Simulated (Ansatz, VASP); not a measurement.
## Si in VASP and in Ansatz

Contents of INCAR:

```
PREC = Accurate
ENCUT = 520
EDIFF = 1E-7
ISMEAR = 0
SIGMA = 0.05
LREAL = False
LASPH = True
NELM = 100
ALGO = Normal
ISIF = 2
LWAVE = False
LCHARG = False
GGA = CA
NBANDS = 11
```

The input KPOINTS:

```
regular mesh
0
Gamma
  12 12 12
```

Contents of POSCAR:

```
Si
1.0
    0.0000000000      2.8047962015      2.8047962015
    2.8047962015      0.0000000000      2.8047962015
    2.8047962015      2.8047962015      0.0000000000
Si
2
Direct
    0.5000000000      0.5000000000      0.5000000000
    0.7500000000      0.7500000000      0.7500000000
```

Input for Ansatz:

```yaml
crystal:
  lattice:
    - [0.0, 2.8047962015, 2.8047962015]
    - [2.8047962015, 0.0, 2.8047962015]
    - [2.8047962015, 2.8047962015, 0.0]
  atoms:
    - { symbol: Si, position: [0.5, 0.5, 0.5] }
    - { symbol: Si, position: [0.75, 0.75, 0.75] }
basis:
  ecutwfc: 420
kpoints:
  mp_grid: { grid: [12, 12, 12] }
hamiltonian:
  xc: lda
  pseudopotentials: { kind: paw, azcp: { folder: soft_1 } }
scf:
  occupations: { method: gaussian, width: 0.05 }
output:
  forces: true
  stress: true
  eigenvalues: true
```

Alike in both runs: task single point; functional LDA; k mesh 12 × 12 × 12; occupations gaussian, width 0.05 eV; no spin polarisation.

|  | VASP | Ansatz |
| --- | --- | --- |
| version | VASP 6.6.1 | Ansatz 0.2.0 |
| potentials or method | VASP PAW LDA potentials, release 64 (Si) | scalar-relativistic, plane waves, PAW |
| plane-wave cutoff (eV) | 520 | 420 |
| valence electrons in the cell | 8 | 8 |

Ansatz gave:

| Property | Result |
| --- | --- |
| gap on the k mesh at the Fermi level (eV) | 0.62 |
| least direct gap on the mesh (eV) | 2.11 |
| pressure (GPa) | -8.6 |

Task: Which values does VASP return?

Result: gap on the k mesh at the Fermi level (eV): 0.62; least direct gap on the mesh (eV): 2.14; pressure (GPa): -8.5.

Ansatz warned: «pseudo_functional_mismatch».

A k mesh can miss the band edges.
